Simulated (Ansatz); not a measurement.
# Co (P6_3/mmc) in Ansatz: projected density of states with SVWN5

Aim: the projected density of states of Co with SVWN5.

Program: Ansatz 0.2.0. These are calculated values, not measurements. Logs are shortened: lines on timing, memory, paths and dates and some standing lists are left out, and cuts for length are marked.

## Step 1: The crystal as given

Symmetry: P6_3/mmc, No. 194, hexagonal system. The conventional cell has a = 2.472 Å, b = 2.472 Å, c = 4.021 Å, α = 90.00°, β = 90.00°, γ = 120.00°. Co (site symmetry -6m2) has 12 Co at 2.47 Å as nearest neighbours.

## Step 2: Projected density of states, SVWN5, collinear spin, antiferromagnetic start

The input, input.yaml:

```yaml
crystal:
  lattice:
    - [2.4719999032, 0.0, 0.0]
    - [-1.2359999516, 2.1408147143, 0.0]
    - [0.0, 0.0, 4.02114408]
  atoms:
    - { symbol: Co, position: [0.6666666667, 0.3333333333, 0.75], spin: 2.0 }
    - { symbol: Co, position: [0.3333333333, 0.6666666667, 0.25], spin: -2.0 }
kpoints:
  mp_grid: { grid: [12, 12, 7] }
  band_path:
    path:
      - [0.0, 0.0, 0.0]
      - [0.5, 0.0, 0.0]
      - [0.3333333333, 0.3333333333, 0.0]
      - [0.0, 0.0, 0.0]
      - [0.0, 0.0, 0.5]
      - [0.5, 0.0, 0.5]
      - [0.3333333333, 0.3333333333, 0.5]
      - [0.0, 0.0, 0.5]
    npoints: 8
scf:
  occupations: { method: fermi_dirac, width: 0.025 }
hamiltonian:
  xc: { exchange: slater, correlation: vwn5 }
  pseudopotentials: { kind: all_electron, lapw: { basis_error: 0.0005 } }
magnetization:
  spin_polarized: true
output:
  forces: true
  stress: true
  eigenvalues: true
  fatbands: true
  dos: { projected: true, de: 0.2, e_range: [-10, 6] }
  populations: true
```

Potentials or basis: all-electron LAPW, scalar-relativistic.

Started as:

```sh
$ ansatz run input.yaml --threads 2 --pin off --max-ram 6144MiB --backend cpu --events-out ev --progress --plain --runs-dir out
```

What it wrote:

```text
Warning: RAYON_NUM_THREADS=2 ignored (pool sized by the plan → 2); use --threads N
Co: projections on atomic orbitals take those of the free atom 1s2 2s2 2p6 3s2 3p6 3d7 4s2, of charge +0.00 (hamiltonian.pseudopotentials.projection_atoms)
LAPW: plane waves up to 9.439 Å⁻¹, error target 5.0e-4 eV per atom; small_component_spin mean_spin; Co in spheres of 1.233 Å, 17 of its electrons in bands, Dirac shells [] (how accurate: hamiltonian.pseudopotentials.lapw.basis_error, Limitations)
Engine: ansatz 0.2.0, aarch64-unknown-linux-gnu
Pseudopotentials: kind: all_electron
Pseudopotential: Co, LAPW, valence charge 17, lapw/all_electron/scalar/gaussian/Co, Koelling and Harmon's equation, gaussian nucleus
Functional definition: unnamed
  exchange = slater_x
  correlation = vwn5_c
Crystal: 2 atoms, lattice volume = 21.280 Å³
Basis set: ecut = 339.4410788085415 eV, 313 PW (Γ), exchange–correlation at level 2
Bands: 23, of which v1, the nominal top of the filled ones, is band 17 counted from 1 (16 counted from 0)
Symmetry: 12 space group operations
Space group: P-6m2 (ITA 187), of the structure as read, at distance tolerance 2.8e-5 Å
Magnetic group: BNS 194.267 (UNI 1497), of the structure as read, at distance tolerance 2.8e-5 Å
k-points: 76 of 1008 (time reversal used)
Non-local potential: Co, projectors of the file, none
Initial density: superposition of atomic densities (chi_scale 0.1, normalization cell)
Starting moments: Σ|m| = 4 μB on 2 of 2 sites
Starting magnetic order: antiferromagnet; an inversion exchanges its spin sublattices: spin-degenerate at every k-point
Initial wavefunctions: plane waves of lowest kinetic energy (no species holds an atomic orbital)
Functional: x = slater, c = vwn5
iter 1 solved again at ethr=3.53e-5 eV; its pass at ethr=1.00e-1 eV (dr2=1.20e-2 eV) is discarded
SCF iter   1: F=—  HF=-75708.826376 eV  |F-HF|=—  |Δ(HF+E_count)|=         —  Δρ=4.50e-2 (↑4.50e-2 ↓4.50e-2)  dr2=1.21e-2  dr2_m=3.90e-1  M=-0.000 μB ∫|m|=2.167 μB  β_m=0.30  ethr=3.53e-5  ⟨swp⟩=3.3  Hψ=27046  notcnv=0
Mixer restart at iter 1: flushing history
preconditioner: auto → none  [metal: Δε(μ)=0.010 eV  Ē_g=9.616 eV  σ=0.025 eV  W_gap=0.10  n_scr=8 (ndim 8)  ℏωp=34.2 eV  f_vac=0.000  D(μ)=4.66/eV (n_scr^D=98)  sad-step TF]
SCF iter   2: F=—  HF=-75708.809645 eV  |F-HF|=—  |Δ(HF+E_count)|=   1.67e-2  Δρ=3.41e-2 (↑3.41e-2 ↓3.41e-2)  dr2=7.93e-3  dr2_m=2.25e-1  M=-0.000 μB ∫|m|=2.068 μB  β_m=0.65  ethr=3.53e-5  ⟨swp⟩=2.8  Hψ=10718  notcnv=0
SCF iter   3: F=—  HF=-75709.199205 eV  |F-HF|=—  |Δ(HF+E_count)|=   3.90e-1  Δρ=2.19e-2 (↑2.19e-2 ↓2.19e-2)  dr2=2.81e-2  dr2_m=7.89e-2  M=-0.000 μB ∫|m|=1.120 μB  β_m=0.50  ethr=2.33e-5  ⟨swp⟩=3.0  Hψ=12448  notcnv=0
iter 4 solved again at ethr=1.11e-6 eV; its pass at ethr=2.33e-5 eV (dr2=3.77e-4 eV) is discarded
SCF iter   4: F=—  HF=-75708.784028 eV  |F-HF|=—  |Δ(HF+E_count)|=   4.15e-1  Δρ=7.57e-3 (↑7.57e-3 ↓7.57e-3)  dr2=3.87e-4  dr2_m=1.11e-2  M=-0.000 μB ∫|m|=0.854 μB  β_m=0.75  ethr=1.11e-6  ⟨swp⟩=2.1  Hψ=19260  notcnv=0
SCF iter   5: F=—  HF=-75708.789694 eV  |F-HF|=—  |Δ(HF+E_count)|=         —  Δρ=2.54e-3 (↑2.54e-3 ↓2.54e-3)  dr2=4.58e-5  dr2_m=1.23e-3  M=-0.000 μB ∫|m|=0.260 μB  β_m=0.88  ethr=1.11e-6  ⟨swp⟩=3.0  Hψ=11940  notcnv=0
the basis was enlarged: its passes take 310.1 KiB over the memory plan, 2 of 2 planned eigensolver slots
SCF iter   6: F=—  HF=-75708.796510 eV  |F-HF|=—  |Δ(HF+E_count)|=   6.82e-3  Δρ=4.19e-3 (↑4.19e-3 ↓4.19e-3)  dr2=1.05e-5  dr2_m=3.41e-3  M=-0.000 μB ∫|m|=0.144 μB  β_m=0.87  ethr=1.35e-7  ⟨swp⟩=3.2  Hψ=11820  notcnv=0
SCF iter   7: F=—  HF=-75708.795292 eV  |F-HF|=—  |Δ(HF+E_count)|=   1.22e-3  Δρ=8.00e-4 (↑7.99e-4 ↓8.00e-4)  dr2=6.49e-6  dr2_m=1.22e-4  M=-0.000 μB ∫|m|=0.028 μB  β_m=0.84  ethr=3.10e-8  ⟨swp⟩=3.0  Hψ=11248  notcnv=0
SCF iter   8: F=—  HF=-75708.795284 eV  |F-HF|=—  |Δ(HF+E_count)|=   7.70e-6  Δρ=8.21e-5 (↑7.89e-5 ↓8.21e-5)  dr2=8.84e-7  dr2_m=9.30e-7  M=-0.001 μB ∫|m|=0.003 μB  β_m=0.92  ethr=1.91e-8  ⟨swp⟩=3.0  Hψ=10544  notcnv=0
SCF iter   9: F=—  HF=-75709.800378 eV  |F-HF|=—  |Δ(HF+E_count)|=         —  Δρ=7.77e-2 (↑7.73e-2 ↓7.77e-2)  dr2=1.95e-4  dr2_m=1.17e0  M=-2.864 μB ∫|m|=2.930 μB  β_m=0.92  ethr=2.60e-9  ⟨swp⟩=2.6  Hψ=9846  notcnv=0
Mixer restart at iter 9: flushing history
SCF iter  10: F=—  HF=-75709.129171 eV  |F-HF|=—  |Δ(HF+E_count)|=   6.71e-1  Δρ=1.11e-2 (↑1.11e-2 ↓9.48e-3)  dr2=7.22e-4  dr2_m=2.04e-2  M=-2.987 μB ∫|m|=3.144 μB  β_m=0.96  ethr=2.60e-9  ⟨swp⟩=4.8  Hψ=16233  notcnv=0
SCF iter  11: F=—  HF=-75709.206219 eV  |F-HF|=—  |Δ(HF+E_count)|=   7.70e-2  Δρ=8.43e-3 (↑5.17e-3 ↓8.43e-3)  dr2=4.60e-3  dr2_m=7.17e-3  M=-3.083 μB ∫|m|=3.280 μB  β_m=0.64  ethr=2.60e-9  ⟨swp⟩=4.8  Hψ=16591  notcnv=0
SCF iter  12: F=—  HF=-75709.127134 eV  |F-HF|=—  |Δ(HF+E_count)|=   7.91e-2  Δρ=1.52e-3 (↑9.95e-4 ↓1.52e-3)  dr2=5.01e-5  dr2_m=2.97e-4  M=-3.067 μB ∫|m|=3.270 μB  β_m=0.82  ethr=2.60e-9  ⟨swp⟩=4.6  Hψ=15924  notcnv=0
SCF iter  13: F=—  HF=-75709.126539 eV  |F-HF|=—  |Δ(HF+E_count)|=   5.94e-4  Δρ=5.39e-4 (↑5.39e-4 ↓2.39e-4)  dr2=2.75e-4  dr2_m=1.25e-5  M=-3.087 μB ∫|m|=3.303 μB  β_m=0.54  ethr=2.60e-9  ⟨swp⟩=3.9  Hψ=12694  notcnv=0
SCF iter  14: F=—  HF=-75709.126507 eV  |F-HF|=—  |Δ(HF+E_count)|=   3.18e-5  Δρ=2.50e-4 (↑2.50e-4 ↓9.26e-5)  dr2=5.25e-5  dr2_m=2.66e-6  M=-3.089 μB ∫|m|=3.305 μB  β_m=0.41  ethr=2.60e-9  ⟨swp⟩=3.2  Hψ=11199  notcnv=0
SCF iter  15: F=—  HF=-75709.126506 eV  |F-HF|=—  |Δ(HF+E_count)|=   9.34e-7  Δρ=4.34e-5 (↑4.34e-5 ↓2.51e-5)  dr2=9.43e-7  dr2_m=1.54e-7  M=-3.090 μB ∫|m|=3.307 μB  β_m=0.71  ethr=2.60e-9  ⟨swp⟩=3.0  Hψ=11017  notcnv=0
SCF iter  16: F=—  HF=-75709.126508 eV  |F-HF|=—  |Δ(HF+E_count)|=   1.44e-6  Δρ=1.88e-5 (↑1.88e-5 ↓8.15e-6)  dr2=2.59e-7  dr2_m=1.75e-8  M=-3.090 μB ∫|m|=3.307 μB  β_m=0.67  ethr=2.60e-9  ⟨swp⟩=2.0  Hψ=9636  notcnv=0
SCF iter  17: F=—  HF=-75709.126508 eV  |F-HF|=—  |Δ(HF+E_count)|=   5.49e-8  Δρ=5.86e-6 (↑5.86e-6 ↓1.39e-6)  dr2=2.48e-8  dr2_m=1.25e-9  M=-3.090 μB ∫|m|=3.307 μB  β_m=0.83  ethr=7.60e-10  ⟨swp⟩=2.0  Hψ=9634  notcnv=0
SCF iter  18: F=-75709.126508 eV  HF=-75709.126508 eV  |F-HF|=1.22e-8  |Δ(HF+E_count)|=   4.61e-9  Δρ=2.73e-6 (↑2.73e-6 ↓4.48e-7)  dr2=5.63e-9  dr2_m=3.00e-10  M=-3.090 μB ∫|m|=3.307 μB  ethr=7.30e-11  ⟨swp⟩=2.0  Hψ=9634  notcnv=0
SCF 1 converged in 18 iterations: F = -75709.126508 eV  dr2 = 5.63e-9
WARN: the starting moments were not kept: 1 of 2 ended reversed and 1 kept their direction, counting a site from 0.1 μB. The largest reversed, site 0 (counted from 0, in the order of the report's site_moments_mub), started with +2.0 μB and closes at -1.6e0 μB in its sphere. The starting moments cancel, and the net magnetisation is 3.1e0 μB in size, over 0.1 of its absolute magnetisation of 3.3e0 μB. The SCF closed on another magnetic arrangement than the starting moments describe; that does not show which of the two is lower. To try another start: change the starting moments (crystal.atoms[].spin, magnetization.per_species, magnetization.initial_magnetization, or on a non-collinear deck that types none of these the spinor_matrix: blocks that start its atoms; where the total moment is fixed, keep their sum and leave initial_magnetization as it is; typed ones take the place of any that the run laid by itself, positive ones on a crystal's lanthanoids without a Hubbard term where scf.initial_density.shell_occupations: [] is typed); see also scf.mixing.spin_hold.
NSCF: frozen V_eff on 57 k-points
SCF converged after 18 iterations
Magnetization: -3.0901 μB (15.4549 up, 18.5451 down)
Absolute magnetization: 3.3073 μB (∫|ρ↑−ρ↓|)
Spin contamination: 0.0357 ħ² per cell (⟨S²⟩ above its minimum at these occupations)
Per-site moments (μB) at R_I (Å): [(-1.5831148152748202, 1.2328146238691486), (-1.5831357773644719, 1.2328146238691486)]
Free energy (F): -75709.126508 eV
Harris-Foulkes:  -75709.126508 eV  (|F-HF|=1.22e-8)
Internal energy: -75709.122059 eV  (E = F + TS)
E sigma→0 (E₀):  -75709.124283 eV
Entropy (-TS):   -0.004449 eV (-2.224 meV/atom)
Fermi energy:    19.056289 eV
--- Per-component energies (eV) ---
  E_band       = -466.569824
  E_kinetic    = 76795.663275
  E_xc         = -3120.933289
  E_electrostatic = -149383.852044  (all electrons and nuclei)
  E_smearing   = -0.004449  (= −TS)
  E_closure    = 0.000000  (closes the sum)
  E_atoms      = -75690.268596  (free atoms, spherical and without spin; not in F)
  Σ components = -75709.126508   (vs F -75709.126508, Δ=0.00e0)
  Basis errors (estimates in eV, not in F): energy 9.3e-5 per atom: plane waves 8.8e-5 (6.4e-5 summed), levels above the bands 7.1e-173, relativity 3.0e-9, radial functions 4.5e-6, core shells 1.0e-9; eigenvalues (radial functions only) 1.0e-6; not estimated: angular momenta, meshes, grids; target (lapw.basis_error) 5.0e-4; muffin-tin radii Co 1.233 Å
--- Forces (eV/Å), atoms counted from 1 ---
  atom   1  Co    -0.00000000    -0.00000000     0.00000000
  atom   2  Co     0.00000000     0.00000000     0.00000000
  max |Σ_I F_I| component: 1.85e-17 eV/Å
--- Stress (GPa, compression-positive) ---
      -14.068606       0.000000       0.000000
        0.000000     -14.068606       0.000000
        0.000000       0.000000     -16.829798
  P = ⅓ Tr σ = -14.9890 GPa (-149.890 kbar)
--- Band table (eV; the first three rows and the last of 152) ---
  k-point 0 ↑: bands = ["-74.2028", "-74.1354", "-38.0935", "-37.7731", "-37.7731", "-37.7188", "-37.7188", "-37.7067", "10.0919", "14.7348", "17.9637", "18.0188", "18.0188", "18.3891", "18.3891", "18.8569", "18.8569", "18.9665", "20.1024", "20.1024", "26.5081", "41.0854", "44.2366"]
  k-point 1 ↑: bands = ["-74.1995", "-74.1387", "-38.0746", "-37.7704", "-37.7704", "-37.7262", "-37.7215", "-37.7215", "10.3002", "14.5940", "17.8961", "17.9673", "17.9673", "18.3264", "18.3264", "18.4467", "18.9921", "18.9921", "20.0903", "20.0903", "27.5332", "40.9474", "42.9750"]
  k-point 2 ↑: bands = ["-74.1902", "-74.1481", "-38.0216", "-37.7805", "-37.7629", "-37.7629", "-37.7291", "-37.7291", "10.9080", "14.0320", "17.6794", "17.7178", "17.9043", "17.9043", "18.1773", "18.1773", "19.2883", "19.2883", "20.0261", "20.0261", "29.9364", "39.4499", "41.5017"]
  k-point 75 ↓: bands = ["-76.0066", "-76.0065", "-39.8272", "-39.8272", "-39.7677", "-39.7440", "-39.6158", "-39.6158", "15.2040", "15.2040", "15.2440", "15.4037", "16.1412", "16.1413", "17.1901", "17.3999", "18.4456", "18.4457", "24.8500", "24.8500", "25.8894", "27.2192", "28.8675"]
--- Löwdin populations: 2 sites ---
  site symbol       q [e]    m [muB]
     0     Co     26.7918    -1.5944
     1     Co     26.7917    -1.5944
  spilling = 0.007713 (of n_electrons = 54.000000)
```

It took 75 s on 2 threads of Arm Neoverse V2, shared host; peak memory 0.52 GiB.

What came out:

* Free energy: -75709.1265 eV
* Pressure: -15.0 GPa
* Band gap along the path: none (metal or under the smearing width)
* Net moment: -3.09 μB per cell
* Absolute moment: 3.31 μB per cell
* Site moments: Co -1.58 μB

Levels at the corners of the path, in eV from the Fermi level:
Spin up:
| point | band 14 | band 15 | band 16 | band 17 | band 18 | band 19 |
| --- | --- | --- | --- | --- | --- | --- |
| Γ | -0.67 | -0.67 | -0.20 | -0.20 | -0.09 | 1.05 |
| M | -1.11 | -0.69 | 1.20 | 1.31 | 1.37 | 2.63 |
| K | -1.45 | -0.38 | 0.89 | 0.89 | 1.04 | 5.47 |
| Γ | -0.67 | -0.67 | -0.20 | -0.20 | -0.09 | 1.05 |
| A | -1.10 | -1.10 | -1.10 | 0.69 | 0.69 | 0.69 |
| L | -0.09 | 0.29 | 0.29 | 1.30 | 1.30 | 2.30 |
| H | -1.78 | -0.24 | -0.24 | 1.08 | 1.08 | 6.54 |
| A | -1.10 | -1.10 | -1.10 | 0.69 | 0.69 | 0.69 |
Spin down:
```
point  band 15  band 16  band 17  band 18  band 19  band 20  band 21  band 22
    Γ    -2.19    -1.79    -1.79    -0.65    -0.65    -0.24     6.44    22.03
    M    -2.12    -0.50    -0.42    -0.35     1.42     3.45     9.73    10.35
    K    -1.84    -0.78    -0.78    -0.66     4.63     5.44     5.44    12.42
    Γ    -2.19    -1.79    -1.79    -0.65    -0.65    -0.24     6.44    22.03
    A    -2.58    -2.58    -0.98    -0.98    -0.98    -0.98    15.00    15.00
    L    -0.95    -0.95    -0.41    -0.41     1.59     1.59     7.44     7.44
    H    -1.79    -1.79    -0.60    -0.60     5.82     5.82     7.47     7.47
    A    -2.58    -2.58    -0.98    -0.98    -0.98    -0.98    15.00    15.00
```

States per cell in windows of 1 eV (zero at the Fermi level; states under -8 eV left out):
```
from (eV)    up  down  Co2 3d down  Co1 3d down  Co1 3d up  Co2 3d up  Co1 4s down  Co2 4s down
     -8.0  0.09  0.10         0.00         0.00       0.00       0.00         0.05         0.05
     -7.0  0.13  0.15         0.01         0.01       0.00       0.00         0.07         0.07
     -6.0  0.20  0.46         0.11         0.11       0.02       0.02         0.11         0.11
     -5.0  0.49  1.43         0.61         0.61       0.12       0.12         0.10         0.10
     -4.0  1.10  1.69         0.79         0.79       0.45       0.45         0.03         0.03
     -3.0  1.57  2.62         1.25         1.25       0.71       0.71         0.03         0.03
     -2.0  1.75  1.87         0.90         0.90       0.82       0.82         0.02         0.02
     -1.0  2.07  2.17         1.06         1.06       0.97       0.97         0.02         0.02
      0.0  1.84  0.32         0.09         0.09       0.90       0.90         0.05         0.05
      1.0  1.49  0.29         0.06         0.06       0.70       0.70         0.06         0.06
      2.0  0.36  0.25         0.03         0.03       0.10       0.10         0.04         0.04
      3.0  0.28  0.23         0.02         0.02       0.05       0.05         0.04         0.04
      4.0  0.25  0.20         0.01         0.01       0.03       0.03         0.03         0.03
      5.0  0.20  0.15         0.01         0.01       0.02       0.02         0.02         0.02
```

Caveat: the starting moments weren't kept.
